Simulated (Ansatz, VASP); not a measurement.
Two plane-wave programs on La

```
La
1.0
     0.00000    3.23953    3.23953
     3.23953    0.00000    3.23953
     3.23953    3.23953    0.00000
La
2
Direct
  0.12500 0.12500 0.12500
  0.87500 0.87500 0.87500
```

Alike in both runs: task single point; functional PBEsol; k mesh 9 × 9 × 9; occupations fermi-dirac, width 0.1 eV; no spin polarisation.

|  | VASP | Ansatz |
| --- | --- | --- |
| version | VASP 6.6.1 | Ansatz 0.2.0 |
| potentials or method | VASP PAW PBE potentials, release 64 (La) | plane waves (420 eV) with PAW, scalar-relativistic |
| plane-wave cutoff (eV) | 520 | 420 |
| valence electrons in the cell | 22 | 22 |

```tsv
	VASP	Ansatz	Ansatz less VASP
pressure (GPa)	2.5	2.5	+0.01
```

Ansatz warned: «pseudo_functional_mismatch».

Caveats: the PAW data sets were made with another functional, which shifts forces and pressure a little (VASP). The runs have no spin-orbit coupling, so splittings on La are missing.
